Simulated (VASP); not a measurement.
CdTe in VASP: convergence with ecut chi

CdTe:

```
Te Cd
1.0
     0.00000    3.20500    3.20500
     3.20500    0.00000    3.20500
     3.20500    3.20500    0.00000
Te Cd
1 1
Direct
  0.75000 0.75000 0.75000
  0.00000 0.00000 0.00000
```

- Program: VASP 6.6.1
- Task: G0W0 quasiparticle levels
- Functional: PBE
- Potentials or basis: VASP PAW PBE potentials, release 64 (Te_GW, Cd_GW)
- Cutoff: 450 eV
- k mesh: 3 × 3 × 3
- Occupations: gaussian, width 0.01 eV
- Spin: no spin polarisation
- GW scheme: G0W0
- GW iterations: 1
- Cutoff of the response function: 50
- Frequency points: 48
- Empty bands: 100
- Further INCAR settings: ALGO = EVGW0; EDIFF = 1e-08; NBANDS = 109

These are the settings of the first run; the series varies ecut chi, with any setting tied to it.

Hardware: 1 thread of Intel(R) Xeon(R) Platinum 8375C CPU @ 2.90GHz (Ice Lake), on a shared host.

Task: The values tried are 50, 75, 100, 150, 200, 250, loosest first. From which on does the quasiparticle gap at the points computed stay within 0.05 eV of the tightest run that finished?

Result: From 100 on.

| ecut chi | quasiparticle gap at the points computed (eV) | CPU time (s) | peak memory (GiB) |
| --- | --- | --- | --- |
| 50 | 1.472 | 66 | 0.39 |
| 75 | 1.538 | 67 | 0.4 |
| 100 | 1.590 | 69 | 0.4 |
| 150 | 1.608 | 77 | 0.39 |
| 200 | 1.608 | 92 | 0.51 |
| 250 | 1.612 | 130 | 0.79 |

The tightest run that finished is the yardstick and may itself not be fully converged.

Caveat, for the tightest run too: the k mesh is coarse (spacing up to 0.57 Å⁻¹), so the values aren't converged; bands, screening cutoff and mesh are small and nothing is extrapolated, so the quasiparticle values aren't converged; spin-orbit coupling is left out, which moves the levels of the heavy elements.
